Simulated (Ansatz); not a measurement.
## HfO2 under changes of volume

One of the cells (10.955 Å³/atom); the others are scaled copies at fixed shape and fractional positions:

```xyz
12
Lattice="5.2195 0.0000 0.0000 0.0000 5.0048 0.0000 0.0000 0.0000 5.0327" Properties=species:S:1:pos:R:3 pbc="T T T"
Hf    5.0472    3.6661    3.7314
Hf    2.7820    3.6661    1.2151
Hf    2.4375    1.3387    3.7314
Hf    0.1723    1.3387    1.2151
O     3.2994    4.6477    4.4251
O     4.5298    4.6477    1.9087
O     1.2211    2.7020    2.4776
O     1.3886    2.7020    4.9939
O     3.9984    2.3028    4.9939
O     3.8308    2.3028    2.4776
O     0.6896    0.3571    4.4251
O     1.9201    0.3571    1.9087
```

Measurements of this composition are mostly on another form, of space group No. 14.

```yaml
Program: Ansatz 0.2.0
Functional: revPBE
Potentials_or_basis: Ansatz PAW
Cutoff: "420 eV (not typed: the program's choice for these potentials)"
k_mesh: 5 × 6 × 5
Occupations: fermi-dirac, width 0.05 eV
Spin: no spin polarisation
```

| volume (Å³/atom) | energy over the lowest point (meV/atom) | pressure (GPa) | gap on the mesh (eV) | largest force (eV/Å) |
| --- | --- | --- | --- | --- |
| 10.298 | 118.03 | 33.6 | 4.75 | 0.391 |
| 10.517 | 77.24 | 26.2 | 4.68 | 0.297 |
| 10.736 | 46.07 | 19.5 | 4.61 | 0.211 |
| 10.955 | ? | ? | ? | ? |
| 11.175 | 8.83 | 8.1 | 4.48 | 0.071 |
| 11.394 | 1.19 | 3.1 | 4.41 | 0.092 |
| 11.613 | 0.00 | -1.3 | 4.34 | 0.147 |

Question: What does the run at 10.955 Å³/atom give?

Answer: Energy over the lowest point 23.53 meV/atom; pressure 13.5 GPa; gap on the mesh 4.54 eV; largest force 0.132 eV/Å.

Worked out: A Birch-Murnaghan fit of order 3 (a polynomial in V^(-2/3)) to the other rows has its minimum at 11.55 Å³/atom with B0 = V·E''(V) = 229 GPa and B' = 4.3 at fixed shape and positions, which overstates the stiffness. It gives 23.56 meV/atom at 10.955 Å³/atom, against the run's 23.53, and -dE/dV = 13.5 GPa, against 13.5. A straight line through the other rows of the gap, of slope -3.39 eV per unit of ln V, gives 4.54 eV, against the run's 4.54.

Energies are extrapolated to zero smearing.

Caveats: odd divisions of the mesh miss points on the zone boundary, where band edges often lie, so the gap on the mesh can be too wide; spin-orbit coupling is left out, which moves the levels of the heavy elements; the PAW data sets come from PBE, with cores solved anew for the run's functional, which leaves a small shift of forces and pressure.

A mesh can miss the band edges.
